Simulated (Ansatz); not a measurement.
# TaN (CsCl type): one cell, many starting occupations (series 2)

Task: map the metastable states of TaN (CsCl type) by varying the start. Cell and atoms stay fixed. The start comes from a prototype table, not from a measured structure.

Program: Ansatz 0.2.0. Level of theory: DFT PBE+U (U_eff = 1 eV on Ta d), plane waves, PAW, no spin–orbit coupling unless a run says so. These are calculated values, not measurements.

### 1 The starting structure

Symmetry: Pm-3m, No. 221, cubic system. Conventional cell: a = 2.732 Å, b = 2.732 Å, c = 2.732 Å, α = 90.00°, β = 90.00°, γ = 90.00°. Around Ta (site symmetry m-3m) lie 8 N at 2.37 Å. N (site symmetry m-3m) has 8 Ta at 2.37 Å as nearest neighbours.

As a file:

```xyz
4
Lattice="2.7323 0.0000 0.0000 0.0000 2.7323 0.0000 0.0000 0.0000 5.4646" Properties=species:S:1:pos:R:3 pbc="T T T"
Ta    0.0000    0.0000    0.0000
N     1.3662    1.3662    1.3662
Ta    0.0000    0.0000    2.7323
N     1.3662    1.3662    4.0985
```

Magnetic order typed: antiferromagnetic, doubled cell 0 0 1/2.

The runs: random orbitals: single harmonics, second filling; random orbitals: fully mixed, first filling; random orbitals: single harmonics, first filling; random orbitals: fully mixed, one electron more; random orbitals: drawn by pairs, second filling.

An earlier series on this cell reached its lowest free state from «random orbitals: single harmonics, first filling», perhaps among other starts (it ended without moments).

### 2 Random orbitals: single harmonics, second filling

The input, input.yaml:

```yaml
crystal:
  lattice:
    - [2.73230769, 0.0, 0.0]
    - [0.0, 2.73230769, 0.0]
    - [0.0, 0.0, 5.46461538]
  atoms:
    - { symbol: Ta, position: [0.0, 0.0, 0.0], spin: 0.3 }
    - { symbol: "N", position: [0.5, 0.5, 0.25] }
    - { symbol: Ta, position: [0.0, 0.0, 0.5], spin: -0.3 }
    - { symbol: "N", position: [0.5, 0.5, 0.75] }
basis:
  ecutwfc: 420
  ecutrho_ratio: 4
kpoints:
  mp_grid: { grid: [7, 7, 4] }
hamiltonian:
  xc: pbe
  hubbard:
    sites:
      - { site: 0, l: d, u_eff: 1.0, starting_ns: [{ spin: up, occupation_matrix: s0up }, { spin: down, occupation_matrix: s0down }] }
      - { site: 2, l: d, u_eff: 1.0, starting_ns: [{ spin: up, occupation_matrix: s2up }, { spin: down, occupation_matrix: s2down }] }
    occupation_matrices:
      s0up:
        matrix:
          - [0.02, 0.0, 0.0, 0.0, 0.0]
          - [0.0, 0.97, 0.0, 0.0, 0.0]
          - [0.0, 0.0, 0.02, 0.0, 0.0]
          - [0.0, 0.0, 0.0, 0.02, 0.0]
          - [0.0, 0.0, 0.0, 0.0, 0.02]
      s0down:
        matrix:
          - [0.02, 0.0, 0.0, 0.0, 0.0]
          - [0.0, 0.02, 0.0, 0.0, 0.0]
          - [0.0, 0.0, 0.97, 0.0, 0.0]
          - [0.0, 0.0, 0.0, 0.02, 0.0]
          - [0.0, 0.0, 0.0, 0.0, 0.02]
      s2up:
        matrix:
          - [0.02, 0.0, 0.0, 0.0, 0.0]
          - [0.0, 0.02, 0.0, 0.0, 0.0]
          - [0.0, 0.0, 0.02, 0.0, 0.0]
          - [0.0, 0.0, 0.0, 0.02, 0.0]
          - [0.0, 0.0, 0.0, 0.0, 0.97]
      s2down:
        matrix:
          - [0.02, 0.0, 0.0, 0.0, 0.0]
          - [0.0, 0.02, 0.0, 0.0, 0.0]
          - [0.0, 0.0, 0.02, 0.0, 0.0]
          - [0.0, 0.0, 0.0, 0.97, 0.0]
          - [0.0, 0.0, 0.0, 0.0, 0.02]
    ns_hold: { iters: 12 }
scf:
  occupations: { method: gaussian, width: 0.05 }
  lower_state_search: "off"
  max_iter: 150
output:
  forces: true
  stress: true
  eigenvalues: true
  populations: true
  hubbard: { sites: [{ site: 0, l: d }, { site: 2, l: d }] }
magnetization:
  spin_polarized: true
```

The typed matrices put 0.97 on the chosen orbitals and 0.02 on the others, and are held for 12 cycles.

Started as:

```bash
$ ansatz run input.yaml --threads 2 --pin off --max-ram 3072MiB --backend cpu --events-out ev --progress --plain --runs-dir out
```

Standard output (excerpt; [...] marks lines left out):

```text
Warning: crystal.symmetry: narrowed to the stabiliser of the occupation matrices — unitary ops 16 → 8, anti-unitary 16 → 0; lowered by the specified shells (site 0, l: d), (site 2, l: d); largest admitted image defect 4.4e-16, smallest excluded 9.5e-1 — at a splitting's scale: the group [...]
Warning: RAYON_NUM_THREADS=2 ignored (pool sized by the plan → 2); use --threads N
Ta: projections on atomic orbitals take those of the free atom [Kr 4d10 4f14] 5s2 5p6 5d3 6s2, of charge +0.00 (hamiltonian.pseudopotentials.projection_atoms); the dataset's partial waves leave at most 6.0e-5 of an orbital's norm unspanned inside its sphere
N: projections on atomic orbitals take those of the free atom [He] 2s2 2p3, of charge +0.00 (hamiltonian.pseudopotentials.projection_atoms); the dataset's partial waves leave at most 9.3e-9 of an orbital's norm unspanned inside its sphere
[...]
Pseudopotentials: kind: paw
Pseudopotential: Ta, paw, valence charge 13, recommended cutoff 420 eV (normal), Ta.paw.azcp
Pseudopotential: N, paw, valence charge 5, recommended cutoff 420 eV (normal), N.paw.azcp
Functional definition: PBE
[...]
Crystal: 4 atoms, lattice volume = 40.796 Å³
Basis set: ecut = 420 eV, 791 PW (Γ), exchange–correlation on 40×40×80 points (8 copies of the dense FFT grid, shifted against one another)
Bands: 23, of which v1, the nominal top of the filled ones, is band 18 counted from 1 (17 counted from 0)
Symmetry: 8 space group operations
k-points: 48 of 196
[...]
Starting moments: Σ|m| = 0.6 μB on 2 of 4 sites
[...]
SCF iter   1: F=—  HF=-20629.392307 eV  |F-HF|=—  |Δ(HF+E_count)|=         —  Δρ=3.06e-2 (↑2.99e-2 ↓3.06e-2)  dr2=4.35e-1  dr2_m=4.91e-2  M=-0.051 μB ∫|m|=0.204 μB  β_m=0.30  ethr=1.21e-3  ⟨swp⟩=1.0  Hψ=12545  notcnv=0
[...]
WARN: the starting moments were not kept: the SCF closed with an absolute magnetisation of 2.2e-6 μB, where they sum to 0.6 μB in size (2 sites). That is at most 0.1 of that sum. Measured as dr2_m measures the in/out step, that magnetisation stands 8.2e-13 eV from none, at or under the [...]
WARN: hamiltonian.hubbard: on 4 of 4 specified blocks the occupation matrix of this SCF's result fails the test of the specified filling. At site 0 ↑ (sites count from 0 in the list of atoms of the cell that this SCF solves) the least filled combination of the orbitals specified full has [...]
--- Band table (eV; the first three rows and the last of 96) ---
[... band rows left out ...]
[...]
Occupation matrices written to <dir>
--- Löwdin populations: 4 sites ---
  site symbol       q [e]    m [muB]
     0     Ta     12.2077    -0.0000
     1      N      5.7246     0.0000
     2     Ta     12.2077    -0.0000
     3      N      5.7246     0.0000
  spilling = 0.003761 (of n_electrons = 36.000000)
--- Occupation matrices: 2 shells (run DFT+U table (all-electron-ortho-atomic); ε = 1.10e-4) ---
  Ta0 d_5D: site group Oh (m-3m); on the run's cell D4h (4/mmm)
  Ta0 d_5D up     Tr n = 1.8989  λ = 0.260 0.260 0.264 0.524 0.590  [2× xz 0.50 (T2g 1.00) T2g(1.00)/Eg(1.00) | xy 1.00 (T2g 1.00) T2g(1.00)/B2g(1.00) | x2-y2 1.00 (Eg 1.00) Eg(1.00)/B1g(1.00) | z2 1.00 (Eg 1.00) Eg(1.00)/A1g(1.00)]
  Ta0 d_5D dn     Tr n = 1.8989  λ = 0.260 0.260 0.264 0.524 0.590  [2× xz 0.50 (T2g 1.00) T2g(1.00)/Eg(1.00) | xy 1.00 (T2g 1.00) T2g(1.00)/B2g(1.00) | x2-y2 1.00 (Eg 1.00) Eg(1.00)/B1g(1.00) | z2 1.00 (Eg 1.00) Eg(1.00)/A1g(1.00)]
  specified occupation → Ta0 d_5D up: matrix, ‖Δ‖_F = 1.0956, Tr Δ = -0.8489, displaced = 1.1343, d_λ = 0.7571; orbital distance = 1.4142
  specified occupation → Ta0 d_5D dn: matrix, ‖Δ‖_F = 1.0956, Tr Δ = -0.8489, displaced = 1.1343, d_λ = 0.7571; orbital distance = 1.4142
  Ta2 d_5D: site group Oh (m-3m); on the run's cell D4h (4/mmm)
  Ta2 d_5D up     Tr n = 1.8989  λ = 0.260 0.260 0.264 0.524 0.590  [2× xz 0.50 (T2g 1.00) T2g(1.00)/Eg(1.00) | xy 1.00 (T2g 1.00) T2g(1.00)/B2g(1.00) | x2-y2 1.00 (Eg 1.00) Eg(1.00)/B1g(1.00) | z2 1.00 (Eg 1.00) Eg(1.00)/A1g(1.00)]
  Ta2 d_5D dn     Tr n = 1.8989  λ = 0.260 0.260 0.264 0.524 0.590  [2× xz 0.50 (T2g 1.00) T2g(1.00)/Eg(1.00) | xy 1.00 (T2g 1.00) T2g(1.00)/B2g(1.00) | x2-y2 1.00 (Eg 1.00) Eg(1.00)/B1g(1.00) | z2 1.00 (Eg 1.00) Eg(1.00)/A1g(1.00)]
  specified occupation → Ta2 d_5D up: matrix, ‖Δ‖_F = 1.0919, Tr Δ = -0.8489, displaced = 1.1300, d_λ = 0.7571; orbital distance = 1.4142
  specified occupation → Ta2 d_5D dn: matrix, ‖Δ‖_F = 0.8362, Tr Δ = -0.8489, displaced = 0.8705, d_λ = 0.7571; orbital distance = 1.4142
  Tr n, λ and their labels are of the run-group-symmetrised matrices; stabiliser: 64 of 64 elements of G0×{1,Θ} (closed), max defect 4.8e-7 at τ = 2.3e-5
```

Run time: 17 s. Hardware: 2 threads of Arm Neoverse N1, shared host; peak memory 0.41 GiB.

End state: no gap, pressure 8.3 GPa, no moment over 0.05 μB in any sphere, largest force component 0.00 eV/Å, 8 symmetry operations imposed. The program reports that the typed filling wasn't kept.

The shells' filling, with natural orbitals sorted by occupation:

| shell | channel | electrons | over 0.8 | 0.2 to 0.8 | under 0.2 |
| --- | --- | --- | --- | --- | --- |
| Ta 5d (atom 1) | up | 1.90 | 0 | 5 | 0 |
| Ta 5d (atom 1) | down | 1.90 | 0 | 5 | 0 |

### 3 Random orbitals: fully mixed, first filling

The input, input.yaml:

```yaml
crystal:
  lattice:
    - [2.73230769, 0.0, 0.0]
    - [0.0, 2.73230769, 0.0]
    - [0.0, 0.0, 5.46461538]
  atoms:
    - { symbol: Ta, position: [0.0, 0.0, 0.0], spin: 2.0 }
    - { symbol: "N", position: [0.5, 0.5, 0.25] }
    - { symbol: Ta, position: [0.0, 0.0, 0.5], spin: -2.0 }
    - { symbol: "N", position: [0.5, 0.5, 0.75] }
basis:
  ecutwfc: 420
  ecutrho_ratio: 4
kpoints:
  mp_grid: { grid: [7, 7, 4] }
hamiltonian:
  xc: pbe
  hubbard:
    sites:
      - { site: 0, l: d, u_eff: 1.0, starting_ns: [{ spin: up, occupation_matrix: s0up }, { spin: down, occupation_matrix: s0down }] }
      - { site: 2, l: d, u_eff: 1.0, starting_ns: [{ spin: up, occupation_matrix: s2up }, { spin: down, occupation_matrix: s2down }] }
    occupation_matrices:
      s0up:
        matrix:
          - [0.17894, -0.17577, 0.19732, 0.02466, -0.23515]
          - [-0.17577, 0.71063, 0.24733, 0.05997, 0.2889]
          - [0.19732, 0.24733, 0.7017, 0.11245, -0.26485]
          - [0.02466, 0.05997, 0.11245, 0.03916, -0.03141]
          - [-0.23515, 0.2889, -0.26485, -0.03141, 0.36957]
      s0down:
        matrix:
          - [0.02, 0.0, 0.0, 0.0, 0.0]
          - [0.0, 0.02, 0.0, 0.0, 0.0]
          - [0.0, 0.0, 0.02, 0.0, 0.0]
          - [0.0, 0.0, 0.0, 0.02, 0.0]
          - [0.0, 0.0, 0.0, 0.0, 0.02]
      s2up:
        matrix:
          - [0.02, 0.0, 0.0, 0.0, 0.0]
          - [0.0, 0.02, 0.0, 0.0, 0.0]
          - [0.0, 0.0, 0.02, 0.0, 0.0]
          - [0.0, 0.0, 0.0, 0.02, 0.0]
          - [0.0, 0.0, 0.0, 0.0, 0.02]
      s2down:
        matrix:
          - [0.57729, -0.42723, 0.10654, -0.15536, 0.02896]
          - [-0.42723, 0.41811, 0.1641, 0.08848, -0.0493]
          - [0.10654, 0.1641, 0.8961, -0.13631, -0.08881]
          - [-0.15536, 0.08848, -0.13631, 0.07659, 0.00368]
          - [0.02896, -0.0493, -0.08881, 0.00368, 0.03191]
    ns_hold: { iters: 12 }
scf:
  occupations: { method: gaussian, width: 0.05 }
  lower_state_search: "off"
  max_iter: 150
output:
  forces: true
  stress: true
  eigenvalues: true
  populations: true
  hubbard: { sites: [{ site: 0, l: d }, { site: 2, l: d }] }
magnetization:
  spin_polarized: true
```

The typed matrices are held for 12 cycles.

Started as:

```bash
$ ansatz run input.yaml --threads 2 --pin off --max-ram 3072MiB --backend cpu --events-out ev --progress --plain --runs-dir out
```

Standard output (excerpt; [...] marks lines left out):

```text
Warning: crystal.symmetry: narrowed to the stabiliser of the occupation matrices — unitary ops 16 → 2, anti-unitary 16 → 0; lowered by the specified shells (site 0, l: d), (site 2, l: d); largest admitted image defect 4.4e-16, smallest excluded 4.0e-1 — at a splitting's scale: the group [...]
Warning: RAYON_NUM_THREADS=2 ignored (pool sized by the plan → 2); use --threads N
Ta: projections on atomic orbitals take those of the free atom [Kr 4d10 4f14] 5s2 5p6 5d3 6s2, of charge +0.00 (hamiltonian.pseudopotentials.projection_atoms); the dataset's partial waves leave at most 6.0e-5 of an orbital's norm unspanned inside its sphere
N: projections on atomic orbitals take those of the free atom [He] 2s2 2p3, of charge +0.00 (hamiltonian.pseudopotentials.projection_atoms); the dataset's partial waves leave at most 9.3e-9 of an orbital's norm unspanned inside its sphere
[...]
Pseudopotentials: kind: paw
Pseudopotential: Ta, paw, valence charge 13, recommended cutoff 420 eV (normal), Ta.paw.azcp
Pseudopotential: N, paw, valence charge 5, recommended cutoff 420 eV (normal), N.paw.azcp
Functional definition: PBE
[...]
Crystal: 4 atoms, lattice volume = 40.796 Å³
Basis set: ecut = 420 eV, 791 PW (Γ), exchange–correlation on 40×40×80 points (8 copies of the dense FFT grid, shifted against one another)
[...]
WARN: the starting moments were not kept: the SCF closed with an absolute magnetisation of 4.2e-6 μB, where they sum to 4 μB in size (2 sites). That is at most 0.1 of that sum. Measured as dr2_m measures the in/out step, that magnetisation stands 2.1e-12 eV from none, at or under the [...]
WARN: hamiltonian.hubbard: on 4 of 4 specified blocks the occupation matrix of this SCF's result fails the test of the specified filling. At site 0 ↑ (sites count from 0 in the list of atoms of the cell that this SCF solves) the least filled combination of the orbitals specified full has [...]
  Ta0 d_5D dn     Tr n = 1.8989  λ = 0.260 0.260 0.264 0.524 0.590  [2× xz 0.50 (T2g 1.00) T2g(1.00)/Eg(1.00) | xy 1.00 (T2g 1.00) T2g(1.00)/B2g(1.00) | x2-y2 1.00 (Eg 1.00) Eg(1.00)/B1g(1.00) | z2 1.00 (Eg 1.00) Eg(1.00)/A1g(1.00)]
  specified occupation → Ta0 d_5D up: matrix, ‖Δ‖_F = 1.2363, Tr Δ = +0.1011, displaced = 1.3208, d_λ = 0.7200; orbital distance = 1.9040
  specified occupation → Ta0 d_5D dn: matrix, ‖Δ‖_F = 0.8684, Tr Δ = -1.7989, displaced = 0.8994, d_λ = 0.8684; orbital distance = 0.0000
  Ta2 d_5D: site group Oh (m-3m); on the run's cell D4h (4/mmm)
  Ta2 d_5D up     Tr n = 1.8989  λ = 0.260 0.260 0.264 0.524 0.590  [2× xz 0.50 (T2g 1.00) T2g(1.00)/Eg(1.00) | xy 1.00 (T2g 1.00) T2g(1.00)/B2g(1.00) | x2-y2 1.00 (Eg 1.00) Eg(1.00)/B1g(1.00) | z2 1.00 (Eg 1.00) Eg(1.00)/A1g(1.00)]
  Ta2 d_5D dn     Tr n = 1.8989  λ = 0.260 0.260 0.264 0.524 0.590  [2× xz 0.50 (T2g 1.00) T2g(1.00)/Eg(1.00) | xy 1.00 (T2g 1.00) T2g(1.00)/B2g(1.00) | x2-y2 1.00 (Eg 1.00) Eg(1.00)/B1g(1.00) | z2 1.00 (Eg 1.00) Eg(1.00)/A1g(1.00)]
  specified occupation → Ta2 d_5D up: matrix, ‖Δ‖_F = 0.8684, Tr Δ = -1.7989, displaced = 0.8994, d_λ = 0.8684; orbital distance = 0.0000
  specified occupation → Ta2 d_5D dn: matrix, ‖Δ‖_F = 1.1175, Tr Δ = +0.1011, displaced = 1.1882, d_λ = 0.7200; orbital distance = 1.6455
  Tr n, λ and their labels are of the run-group-symmetrised matrices; stabiliser: 64 of 64 elements of G0×{1,Θ} (closed), max defect 1.5e-6 at τ = 9.4e-5
```

Wall time 33 s (2 threads of Arm Neoverse N1, shared host); peak memory 0.5 GiB.

End state: no gap, pressure 8.3 GPa, no moment over 0.05 μB in any sphere, largest force component 0.00 eV/Å, 2 symmetry operations imposed. The program reports that the typed filling wasn't kept.

How the shells are filled (orbitals counted by the eigenvalues of the occupation matrices):

| shell | channel | electrons | over 0.8 | 0.2 to 0.8 | under 0.2 |
| --- | --- | --- | --- | --- | --- |
| Ta 5d (atom 1) | up | 1.90 | 0 | 5 | 0 |
| Ta 5d (atom 1) | down | 1.90 | 0 | 5 | 0 |

### 4 Random orbitals: single harmonics, first filling

input.yaml, as its differences from that of step 3:

```diff
@@ -24,7 +24,7 @@
         matrix:
-          - [0.17894, -0.17577, 0.19732, 0.02466, -0.23515]
-          - [-0.17577, 0.71063, 0.24733, 0.05997, 0.2889]
-          - [0.19732, 0.24733, 0.7017, 0.11245, -0.26485]
-          - [0.02466, 0.05997, 0.11245, 0.03916, -0.03141]
-          - [-0.23515, 0.2889, -0.26485, -0.03141, 0.36957]
+          - [0.02, 0.0, 0.0, 0.0, 0.0]
+          - [0.0, 0.97, 0.0, 0.0, 0.0]
+          - [0.0, 0.0, 0.02, 0.0, 0.0]
+          - [0.0, 0.0, 0.0, 0.97, 0.0]
+          - [0.0, 0.0, 0.0, 0.0, 0.02]
       s0down:
@@ -45,7 +45,7 @@
         matrix:
-          - [0.57729, -0.42723, 0.10654, -0.15536, 0.02896]
-          - [-0.42723, 0.41811, 0.1641, 0.08848, -0.0493]
-          - [0.10654, 0.1641, 0.8961, -0.13631, -0.08881]
-          - [-0.15536, 0.08848, -0.13631, 0.07659, 0.00368]
-          - [0.02896, -0.0493, -0.08881, 0.00368, 0.03191]
+          - [0.02, 0.0, 0.0, 0.0, 0.0]
+          - [0.0, 0.97, 0.0, 0.0, 0.0]
+          - [0.0, 0.0, 0.02, 0.0, 0.0]
+          - [0.0, 0.0, 0.0, 0.97, 0.0]
+          - [0.0, 0.0, 0.0, 0.0, 0.02]
     ns_hold: { iters: 12 }
```

The typed matrices put 0.97 on the chosen orbitals and 0.02 on the others, and are held for 12 cycles.

Started as:

```bash
$ ansatz run input.yaml --threads 2 --pin off --max-ram 3072MiB --backend cpu --events-out ev --progress --plain --runs-dir out
```

Standard output (excerpt; [...] marks lines left out):

```text
Warning: crystal.symmetry: narrowed to the stabiliser of the occupation matrices — unitary ops 16 → 8, anti-unitary 16 → 8; lowered by the specified shells (site 0, l: d), (site 2, l: d); largest admitted image defect 4.4e-16, smallest excluded 9.5e-1 — at a splitting's scale: the group [...]
Warning: RAYON_NUM_THREADS=2 ignored (pool sized by the plan → 2); use --threads N
Ta: projections on atomic orbitals take those of the free atom [Kr 4d10 4f14] 5s2 5p6 5d3 6s2, of charge +0.00 (hamiltonian.pseudopotentials.projection_atoms); the dataset's partial waves leave at most 6.0e-5 of an orbital's norm unspanned inside its sphere
N: projections on atomic orbitals take those of the free atom [He] 2s2 2p3, of charge +0.00 (hamiltonian.pseudopotentials.projection_atoms); the dataset's partial waves leave at most 9.3e-9 of an orbital's norm unspanned inside its sphere
[...]
Pseudopotentials: kind: paw
Pseudopotential: Ta, paw, valence charge 13, recommended cutoff 420 eV (normal), Ta.paw.azcp
Pseudopotential: N, paw, valence charge 5, recommended cutoff 420 eV (normal), N.paw.azcp
Functional definition: PBE
[...]
Crystal: 4 atoms, lattice volume = 40.796 Å³
Basis set: ecut = 420 eV, 791 PW (Γ), exchange–correlation on 40×40×80 points (8 copies of the dense FFT grid, shifted against one another)
[...]
WARN: the starting moments were not kept: the SCF closed with an absolute magnetisation of 4.1e-6 μB, where they sum to 4 μB in size (2 sites). That is at most 0.1 of that sum. Measured as dr2_m measures the in/out step, that magnetisation stands 1.7e-12 eV from none, at or under the [...]
WARN: hamiltonian.hubbard: on 4 of 4 specified blocks the occupation matrix of this SCF's result fails the test of the specified filling. At site 0 ↑ (sites count from 0 in the list of atoms of the cell that this SCF solves) the least filled combination of the orbitals specified full has [...]
  Ta0 d_5D dn     Tr n = 1.8989  λ = 0.260 0.260 0.264 0.524 0.590  [2× xz 0.50 (T2g 1.00) T2g(1.00)/Eg(1.00) | xy 1.00 (T2g 1.00) T2g(1.00)/B2g(1.00) | x2-y2 1.00 (Eg 1.00) Eg(1.00)/B1g(1.00) | z2 1.00 (Eg 1.00) Eg(1.00)/A1g(1.00)]
  specified occupation → Ta0 d_5D up: matrix, ‖Δ‖_F = 1.0703, Tr Δ = +0.1011, displaced = 1.1054, d_λ = 0.7200; orbital distance = 1.4142
  specified occupation → Ta0 d_5D dn: matrix, ‖Δ‖_F = 0.8684, Tr Δ = -1.7989, displaced = 0.8994, d_λ = 0.8684; orbital distance = 0.0000
  Ta2 d_5D: site group Oh (m-3m); on the run's cell D4h (4/mmm)
  Ta2 d_5D up     Tr n = 1.8989  λ = 0.260 0.260 0.264 0.524 0.590  [2× xz 0.50 (T2g 1.00) T2g(1.00)/Eg(1.00) | xy 1.00 (T2g 1.00) T2g(1.00)/B2g(1.00) | x2-y2 1.00 (Eg 1.00) Eg(1.00)/B1g(1.00) | z2 1.00 (Eg 1.00) Eg(1.00)/A1g(1.00)]
  Ta2 d_5D dn     Tr n = 1.8989  λ = 0.260 0.260 0.264 0.524 0.590  [2× xz 0.50 (T2g 1.00) T2g(1.00)/Eg(1.00) | xy 1.00 (T2g 1.00) T2g(1.00)/B2g(1.00) | x2-y2 1.00 (Eg 1.00) Eg(1.00)/B1g(1.00) | z2 1.00 (Eg 1.00) Eg(1.00)/A1g(1.00)]
  specified occupation → Ta2 d_5D up: matrix, ‖Δ‖_F = 0.8684, Tr Δ = -1.7989, displaced = 0.8994, d_λ = 0.8684; orbital distance = 0.0000
  specified occupation → Ta2 d_5D dn: matrix, ‖Δ‖_F = 1.0703, Tr Δ = +0.1011, displaced = 1.1054, d_λ = 0.7200; orbital distance = 1.4142
  Tr n, λ and their labels are of the run-group-symmetrised matrices; stabiliser: 64 of 64 elements of G0×{1,Θ} (closed), max defect 1.5e-6 at τ = 8.7e-5
```

Wall time 9.8 s (2 threads of Arm Neoverse N1, shared host); peak memory 0.41 GiB.

It ends with no gap, pressure 8.3 GPa, no moment over 0.05 μB in any sphere, largest force component 0.00 eV/Å, 8 symmetry operations imposed. The program reports that the typed filling wasn't kept.

The shells' filling, with natural orbitals sorted by occupation:

| shell | channel | electrons | over 0.8 | 0.2 to 0.8 | under 0.2 |
| --- | --- | --- | --- | --- | --- |
| Ta 5d (atom 1) | up | 1.90 | 0 | 5 | 0 |
| Ta 5d (atom 1) | down | 1.90 | 0 | 5 | 0 |

[end of part 1 of 2]
